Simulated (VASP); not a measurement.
CaF₂ (fluorite): the lattice constant a from VASP (plane waves, PAW) at several levels of theory. Static lattice.  The measured value holds thermal and zero-point effects that the static calculation lacks.

| level | lattice constant a (Å) | error against measurement |
|---|---|---|
| LDA | 5.343 | -2.3 % |
| PBE | 5.524 | +1.1 % |
| PBEsol | 5.435 | -0.6 % |
| PBE-D4 | 5.496 | +0.5 % |
| SCAN | 5.444 | -0.4 % |
| r2SCAN | 5.459 | -0.1 % |
| r2SCAN+rVV10 | 5.438 | -0.5 % |

Measured: 5.466 Å (as given by M. Råsander et al., The Journal of Chemical Physics (2015), arXiv:1505.02379).

The cell of the LDA run:

```
CELL_PARAMETERS angstrom
      0.00000     2.67141     2.67141
      2.67141     0.00000     2.67141
      2.67141     2.67141     0.00000
ATOMIC_POSITIONS crystal
  Ca 0.00000 0.00000 0.00000
  F  0.25000 0.25000 0.25000
  F  0.75000 0.75000 0.75000
```

Only levels that ran to the end are used. Left out are those held back, those with too coarse a band path, GW runs whose mesh misses a band edge, hybrids' fits of cells that aren't cubic and levels without matching references; a question may draw on a part of the rest.

The compound is CaF2 in the fluorite structure.
